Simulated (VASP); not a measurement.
# H2O in VASP: a series of runs

One molecule, H2O, is run at these levels: RPBE, RPBE+D3(BJ); tasks: single point.

All numbers are computed with VASP 6.6.1; they aren't measurements. Logs are shortened: lines on timing, memory, paths and dates and some standing lists are left out, and cuts for length are marked.

**1. The molecule as given**

The cell holds a molecule in a box, 3 atoms: a = 11.937 Å, b = 12.437 Å, c = 12.937 Å, α = 90.00°, β = 90.00°, γ = 90.00°.

**2. Single point, RPBE**

Contents of INCAR:

```
  PREC = Accurate
  ENCUT = 400
  EDIFF = 1E-6
  ISMEAR = 0
  SIGMA = 0.01
  LREAL = False
  LASPH = True
  NELM = 60
  ALGO = Fast
  ISIF = 2
  LWAVE = False
  LCHARG = False
  GGA = RP
  NBANDS = 11
  ISYM = 0
```

Contents of KPOINTS:

```
regular mesh
0
Gamma
  1 1 1
```

Contents of POSCAR:

```
H2O                                     
1.0
   11.9373188901      0.0000000000      0.0000000000
    0.0000000000     12.4373188901      0.0000000000
    0.0000000000      0.0000000000     12.9373188901
  H               O             
     2     1
Selective dynamics
Direct
     0.5294104653999980    0.5204123164999999    0.4471540069000000   F   F   F
     0.5025034781664612    0.4837340561080174    0.5579284447105737   T   T   T
     0.4673028958894231    0.5081791826111894    0.4943314457515840   T   T   T
```

Potentials or basis: VASP PAW PBE potentials, release 64 (H, O).

Started as:

```
$ cat potpaw_PBE.64/H/POTCAR potpaw_PBE.64/O/POTCAR > POTCAR
$ mpirun -np 1 vasp_gam > vasp.out
```

OUTCAR:

```text
PREC = Accurate
   ENCUT = 400
   EDIFF = 1E-6
   ISMEAR = 0
   LREAL = False
   LASPH = True
   NELM = 60
   ISIF = 2
   GGA = RP
   ISYM = 0

 ion  position               nearest neighbor table
   1  0.529  0.520  0.447-   3 0.97
   2  0.503  0.484  0.558-   3 0.97
   3  0.467  0.508  0.494-   1 0.97   2 0.97

IMPORTANT INFORMATION: All symmetrisations will be switched off!
NOSYMM: (Re-)initialisation of all symmetry stuff for point group C_1.

----------------------------------------------------------------------------------------

                                     Primitive cell

  volume of cell :    1920.7810

  direct lattice vectors                    reciprocal lattice vectors
    11.937318890  0.000000000  0.000000000     0.083770904  0.000000000  0.000000000
     0.000000000 12.437318890  0.000000000     0.000000000  0.080403181  0.000000000
     0.000000000  0.000000000 12.937318890     0.000000000  0.000000000  0.077295768

  length of vectors
    11.937318890 12.437318890 12.937318890     0.083770904  0.080403181  0.077295768

  position of ions in fractional coordinates (direct lattice)
     0.529410465  0.520412316  0.447154007
     0.502503478  0.483734056  0.557928445
     0.467302896  0.508179183  0.494331446

  ion indices of the primitive-cell ions
   primitive index   ion index
                 1           1
                 2           2
                 3           3

----------------------------------------------------------------------------------------

 KPOINTS: regular mesh

Automatic generation of k-mesh.
 Grid dimensions read from file:
 generate k-points for:    1    1    1

 Generating k-lattice:

  Cartesian coordinates                     Fractional coordinates (reciprocal lattice)
     0.083770904  0.000000000  0.000000000     1.000000000  0.000000000  0.000000000
     0.000000000  0.080403181  0.000000000     0.000000000  1.000000000  0.000000000
     0.000000000  0.000000000  0.077295768     0.000000000  0.000000000  1.000000000

  Length of vectors
     0.083770904  0.080403181  0.077295768

  Shift w.r.t. Gamma in fractional coordinates (k-lattice)
     0.000000000  0.000000000  0.000000000

 Subroutine IBZKPT returns following result:
 ===========================================

 Found      1 irreducible k-points:

 Following reciprocal coordinates:
            Coordinates               Weight
  0.000000  0.000000  0.000000      1.000000
   k-points           NKPTS =      1   k-points in BZ     NKDIM =      1   number of bands    NBANDS=     11
   number of dos      NEDOS =    301   number of ions     NIONS =      3
   total plane-waves  NPLWV = 564480
   dimension x,y,z NGX =    80 NGY =   84 NGZ =   84
   dimension x,y,z NGXF=   160 NGYF=  168 NGZF=  168
   ions per type =               2   1
   NGX,Y,Z   is equivalent  to a cutoff of  11.14, 11.23, 10.79 a.u.
   NGXF,Y,Z  is equivalent  to a cutoff of  22.28, 22.46, 21.59 a.u.
 SYSTEM =  unknown system
   PREC   = accura    normal or accurate (medium, high low for compatibility)
   ISTART =      0    job   : 0-new  1-cont  2-samecut
   ICHARG =      2    charge: 1-file 2-atom 10-const
   ISPIN  =      1    spin polarized calculation?
   LNONCOLLINEAR =      F non collinear calculations
   LSORBIT =      F    spin-orbit coupling
   LASPH  =      T    aspherical Exc in radial PAW
   ENCUT  =  400.0 eV  29.40 Ry    5.42 a.u.  19.47 20.28 21.10*2*pi/ulx,y,z
   NELM   =     60;   NELMIN=  2; NELMDL= -5     # of ELM steps
   EDIFF  = 0.1E-05   stopping-criterion for ELM
   LREAL  =      F    real-space projection
   EDIFFG = 0.1E-04   stopping-criterion for IOM
   NSW    =      0    number of steps for IOM
   IBRION =     -1    ionic relax: 0-MD 1-quasi-New 2-CG
   NFREE  =      0    steps in history (QN), initial steepest desc. (CG)
   ISIF   =      2    stress and relaxation
   ISYM   =      0    0-nonsym 1-usesym 2-fastsym
   POTIM  = 0.5000    time-step for ionic-motion
   TEBEG  =    0.0;   TEEND  =   0.0 temperature during run
   PSTRESS=    0.0 pullay stress
   NELECT =       8.0000    total number of electrons
   NUPDOWN=      -1.0000    fix difference up-down
   EMIN   =  10.00;   EMAX   =-10.00  energy-range for DOS
   EFERMI =   0.00;   METHOD = LEGACY
   ISMEAR =     0;   SIGMA  =   0.01  broadening in eV -4-tet -1-fermi 0-gaus
   EFERMI_NEDOS =   21; number of points for ismear=-14 and -15
   IALGO  =     68    algorithm
   IMIX   =      4    mixing-type and parameters
     AMIX     =   0.40;   BMIX     =  1.00
     AMIX_MAG =   1.60;   BMIX_MAG =  1.00
  volume/ion in A,a.u.               =     640.26      4320.69
  Fermi-wavevector in a.u.,A,eV,Ry     =   0.263398  0.497750  0.943951  0.069378
  Thomas-Fermi vector in A             =   1.094359
   LORBIT       =      0    0 simple, 1 ext, 2 COOP (PROOUT), +10 PAW based schemes
   GGA     = RP    functional components
   LHFCALC =     F    Hartree Fock is set to
   AEXX    =    0.0000 exact exchange contribution
   IVDW    =     0    specifies the selected vdW correction
   LEPSILON=     F    determine dielectric tensor
   LRPA    =     F    only Hartree local field effects (RPA)
 non-spin polarized calculation
 RMM-DIIS sequential band-by-band and
 Gauss-broadening in eV      SIGMA  =   0.01
  energy-cutoff  :      400.00
  volume of cell :     1920.78
 maximum number of plane-waves:     17449
 NGX is ok and might be reduce to    80
   NGX = 39   NGY = 41   NGZ = 43

 number of electron       8.0000008 magnetization

 Free energy of the ion-electron system (eV)
  ---------------------------------------------------
  ext. energy  EPLUGINS =         0.00000000
  ---------------------------------------------------
  free energy    TOTEN  =       -14.17209096 eV

  energy without entropy =      -14.17209096  energy(sigma->0) =      -14.17209096

 E-fermi :  -7.0500     XC(G=0):  -0.3285

 val. band max:       -7.1341200065   @ k =   0.0000   0.0000   0.0000
 cond. band min:      -1.0458250421   @ k =   0.0000   0.0000   0.0000
 fundamental gap:      6.0882949644
 Fermi energy:        -7.0500281905

 k-point     1 :       0.0000    0.0000    0.0000
  band No.  band energies     occupation
      1     -25.3015      2.00000
      2     -13.0260      2.00000
      3      -9.2147      2.00000
      4      -7.1341      2.00000
      5      -1.0458      0.00000
      6       0.2039      0.00000
      7       0.3938      0.00000
      8       0.6893      0.00000
      9       0.7949      0.00000
     10       0.8455      0.00000
     11       0.9502      0.00000

------------------------ aborting loop because EDIFF is reached ----------------------------------------

  FORCE on cell =-STRESS in cart. coord.  units (eV):
  Direction    XX          YY          ZZ          XY          YZ          ZX
  --------------------------------------------------------------------------------------
  -------------------------------------------------------------------------------------
  Total       -0.7268515     -0.8412725     -0.7130494     -0.0056429     -0.0506103     -0.0161626
  in kB       -0.6062872     -0.7017290     -0.5947745     -0.0047069     -0.0422155     -0.0134817
  external PRESSURE =      -0.6342636 kB  Pullay stress =       0.0000000 kB

 VOLUME and BASIS-vectors are now :
 -----------------------------------------------------------------------------
  energy-cutoff  :      400.00
  volume of cell :     1920.78
      direct lattice vectors                 reciprocal lattice vectors
    11.937318890  0.000000000  0.000000000     0.083770904  0.000000000  0.000000000
     0.000000000 12.437318890  0.000000000     0.000000000  0.080403181  0.000000000
     0.000000000  0.000000000 12.937318890     0.000000000  0.000000000  0.077295768

 POSITION                                       TOTAL-FORCE (eV/Angst)
 -----------------------------------------------------------------------------------
      6.31974      6.47253      5.78497         0.035748     -0.002349     -0.002164
      5.99854      6.01635      7.21810         0.024893     -0.002697      0.002422
      5.57834      6.32039      6.39532        -0.060642      0.005045     -0.000258
 -----------------------------------------------------------------------------------
    total drift:                               -0.000017      0.000924     -0.000256

  FREE ENERGIE OF THE ION-ELECTRON SYSTEM (eV)
  ---------------------------------------------------
  free  energy   TOTEN  =       -14.1720909559 eV

  energy  without entropy=      -14.1720909559  energy(sigma->0) =      -14.17209096
```

It took 70 s on 1 thread of Intel Xeon Platinum 8375C at 2.90GHz (Ice Lake), shared host; peak memory 0.94 GiB.

Results:

```
Free energy                     : -14.1721 eV
Largest force                   : 0.061 eV/Å
Gap between the frontier levels : 6.09 eV
```

Forces on the atoms (eV/Å):
```
H    0.036 -0.002 -0.002
H    0.025 -0.003  0.002
O   -0.061  0.005  0.000
```

Levels at points of the mesh, in eV from the valence-band top:
```csv
k point,band 1,band 2,band 3,band 4,band 5,band 6,band 7,band 8,band 9
"(0.00, 0.00, 0.00)",-18.17,-5.89,-2.08,0.00,6.09,7.34,7.53,7.82,7.93
```

Caveat: the cutoff is under 1.25 times the usual one of these potentials, so pressure, stress and relaxed cells hold a basis-set (Pulay) error; the PAW data sets were made with another functional, which shifts forces and pressure a little. A hybrid or GW would open this gap; RPBE tends to underestimate it.

**3. Single point, RPBE+D3(BJ)**

INCAR, as its differences from that of step 2:

```diff
@@ -13,2 +13,3 @@
   GGA = RP
+  IVDW = 12
   NBANDS = 11
```

KPOINTS is that of step 2.

POSCAR is that of step 2.

Potentials or basis: VASP PAW PBE potentials, release 64 (H, O).

Started as:

```
$ cat potpaw_PBE.64/H/POTCAR potpaw_PBE.64/O/POTCAR > POTCAR
$ mpirun -np 1 vasp_gam > vasp.out
```

It took 72 s on 1 thread of Intel Xeon Platinum 8375C at 2.90GHz (Ice Lake), shared host; peak memory 0.94 GiB.

It converged, with:

* Free energy: -14.2256 eV
* Largest force: 0.061 eV/Å
* Gap between the frontier levels: 6.09 eV
* Dispersion energy per atom: -0.018 eV

Forces on the atoms (eV/Å):
```
H    0.035 -0.003  0.000
H    0.025 -0.002  0.001
O   -0.061  0.005  0.000
```

Levels at points of the mesh, in eV from the valence-band top:
```csv
k point,band 2,band 3,band 4,band 5,band 6,band 7
"(0.00, 0.00, 0.00)",-5.89,-2.08,0.00,6.09,7.34,7.53
```

Caveat: the cutoff is under 1.25 times the usual one of these potentials, so pressure, stress and relaxed cells hold a basis-set (Pulay) error; the PAW data sets were made with another functional, which shifts forces and pressure a little. As with any semilocal functional, this RPBE gap is likely too small.
